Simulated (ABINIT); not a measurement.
# Si: equation of state with OLYP

Si:

```xyz
2
Lattice="0.0000 2.7219 2.7219 2.7219 0.0000 2.7219 2.7219 2.7219 0.0000" Properties=species:S:1:pos:R:3 pbc="T T T"
Si    2.7219    2.7219    2.7219
Si    4.0828    4.0828    4.0828
```

- Program: ABINIT 10.8.3 (patched build)
- Task: equation of state
- Functional: OLYP
- Potentials or basis: PseudoDojo NC SR PBE v0.4.1 standard
- Cutoff: 490 eV
- k mesh: 8 × 8 × 8
- Occupations: fermi-dirac, width 0.05 eV
- Spin: no spin polarisation

```yaml
Equilibrium_volume: 20.20 Å³/atom
Bulk_modulus: 88 GPa
Pressure_derivative_of_the_bulk_modulus: 4.3
```

Energy against volume, from the lowest point:
| volume (Å³/atom) | energy (meV/atom) |
| --- | --- |
| 18.955 | 23.70 |
| 19.358 | 10.47 |
| 19.761 | 2.75 |
| 20.165 | 0.00 |
| 20.568 | 1.73 |
| 20.971 | 7.47 |
| 21.375 | 16.82 |

Run time: 40 s on 1 thread of Arm Neoverse V1, with other jobs on the host, peak memory 0.11 GiB.

Caveat: pressures at fixed basis lie under the slope of the energies; the potentials were made for another functional, which shifts forces and pressure.
